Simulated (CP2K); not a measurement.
Set up this calculation in CP2K 2026.2, as the native input.

```yaml
Task: single point
Functional: LDA
Potentials_or_basis: POTENTIAL_UZH In GTH-PBE-q13; TZVP-MOLOPT-PBE-GTH basis
Density_cutoff: 9184 eV
k_mesh: 9 × 9 × 5
Occupations: fermi-dirac, width 0.05 eV
Spin: no spin polarisation
SCF_solver: diagonalisation with k points
Quickstep_method: GPW
EPS_DEFAULT: 1.0E-9
EPS_SCF: 1.0E-6
MAX_SCF: 100
SCF_GUESS: ATOMIC
k_points_reduced_by_the_point_group: yes
Mesh_centred_on_Gamma: yes
CHOLESKY: OFF
EPS_EIGVAL: 1.0E-7
MIXING_METHOD: BROYDEN_MIXING
MIXING_ALPHA: 0.4
NBUFFER: 8
NGRIDS: 5
Basis_sets: In TZVP-MOLOPT-PBE-GTH-q13
Potentials: In GTH-PBE-q13 of POTENTIAL_UZH
ADDED_MOS: "[10]"
REL_CUTOFF_Ry: 60 Ry
MIXING_BETA_1/bohr: 1.5 1/bohr
CUTOFF_of_the_grids: 675 Ry
```

The system is In.

```
In
1.0
     3.33548    0.00000    0.00000
    -1.66774    2.88861    0.00000
     0.00000    0.00000    5.50914
In
2
Cartesian
  1.6677 0.9629 4.1319
  0.0000 1.9257 1.3773
```

This isn't the form of In at room conditions, which is tetragonal.

These files were run (other wordings do the same):

in_scf.inp

```
&GLOBAL
  PROJECT in_scf
  RUN_TYPE ENERGY_FORCE
  PRINT_LEVEL LOW
&END GLOBAL
&FORCE_EVAL
  METHOD QS
  STRESS_TENSOR ANALYTICAL
  &DFT
    BASIS_SET_FILE_NAME BASIS_MOLOPT_UZH
    POTENTIAL_FILE_NAME POTENTIAL_UZH
    &MGRID
      CUTOFF 675
      REL_CUTOFF 60
      NGRIDS 5
    &END MGRID
    &QS
      METHOD GPW
      EPS_DEFAULT 1.0E-9
    &END QS
    &KPOINTS
      SCHEME MONKHORST-PACK 9 9 5
      GAMMA_CENTERED T
      SYMMETRY T
      SYMMETRY_BACKEND SPGLIB
    &END KPOINTS
    &SCF
      SCF_GUESS ATOMIC
      EPS_SCF 1.0E-6
      MAX_SCF 100
      ADDED_MOS 10
      CHOLESKY OFF
      EPS_EIGVAL 1.0E-7
      &DIAGONALIZATION ON
        ALGORITHM STANDARD
      &END DIAGONALIZATION
      &MIXING ON
        METHOD BROYDEN_MIXING
        ALPHA 0.4
        BETA 1.5
        NBUFFER 8
      &END MIXING
      &SMEAR ON
        METHOD FERMI_DIRAC
        ELECTRONIC_TEMPERATURE [K] 580.226
      &END SMEAR
    &END SCF
    &XC
      &XC_FUNCTIONAL
        &LDA_X
        &END LDA_X
        &LDA_C_PW
        &END LDA_C_PW
      &END XC_FUNCTIONAL
    &END XC
    &PRINT
      &KPOINTS ON
      &END KPOINTS
      &MULLIKEN ON
      &END MULLIKEN
      &MO ON
        ENERGIES T
        OCCUPATION_NUMBERS T
        &EACH
          QS_SCF 0
        &END EACH
        ADD_LAST NUMERIC
      &END MO
      &E_DENSITY_CUBE ON
        STRIDE 1
      &END E_DENSITY_CUBE
      &V_HARTREE_CUBE ON
        STRIDE 1
      &END V_HARTREE_CUBE
      &ELF_CUBE ON
        STRIDE 1
      &END ELF_CUBE
    &END PRINT
  &END DFT
  &SUBSYS
    &CELL
      ABC 3.3354847820 3.3354847820 5.5091429200
      ALPHA_BETA_GAMMA 90.0000000000 90.0000000000 119.9999999996
      PERIODIC XYZ
    &END CELL
    &COORD
      In  1.6677423912 0.9628715183 4.1318571900
      In  -0.0000000002 1.9257430369 1.3772857300
    &END COORD
    &KIND In
      BASIS_SET TZVP-MOLOPT-PBE-GTH-q13
      POTENTIAL GTH-PBE-q13
    &END KIND
    &PRINT
      &ATOMIC_COORDINATES ON
      &END ATOMIC_COORDINATES
      &CELL ON
      &END CELL
      &SYMMETRY ON
      &END SYMMETRY
    &END PRINT
  &END SUBSYS
  &PRINT
    &FORCES ON
    &END FORCES
    &STRESS_TENSOR ON
    &END STRESS_TENSOR
  &END PRINT
&END FORCE_EVAL
```

Potentials or basis: POTENTIAL_UZH In GTH-PBE-q13; TZVP-MOLOPT-PBE-GTH basis.

The run is started by

```sh
$ OMP_NUM_THREADS=1 cp2k.psmp -i in_scf.inp -o in_scf.out
```

It gave:

```
Pressure               : -2.2 GPa
Band gap on the k mesh : none (metal or under the smearing width)
```

Caveat: the potentials were made for another functional, which shifts forces and pressure; the basis of atomic orbitals isn't converged, which shifts pressures, moduli and gaps.

It took 79 s on 1 thread of Arm Neoverse V2, on a shared host, peak memory 0.44 GiB.
